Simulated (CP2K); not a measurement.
Crystal: LiH.

```
CELL_PARAMETERS angstrom
2.88040 0.00000 0.00000
1.44020 2.49450 0.00000
1.44020 0.83150 2.35184
ATOMIC_POSITIONS crystal
Li 0.00000 0.00000 0.00000
H 0.50000 0.50000 0.50000
```

Program: CP2K 2026.2. Alike in all runs: task atomic charges; potentials or basis POTENTIAL_UZH Li GTH-PBE-q3, H GTH-PBE-q1; TZVP-MOLOPT-PBE-GTH basis; no spin polarisation; cell as given; k mesh 11 × 11 × 11; smearing fermi-dirac 0.05 eV.

Problem. Order these runs on this cell by their pressure, lowest first.
A. level RPBE
B. level PBE
C. level LDA

Solution. C (-4.0 GPa), B (-1.5 GPa), A (0.0 GPa).

Caveats: the basis of atomic orbitals isn't converged, which shifts pressures, moduli and gaps; the potentials were made for another functional, which shifts forces and pressure (some runs).
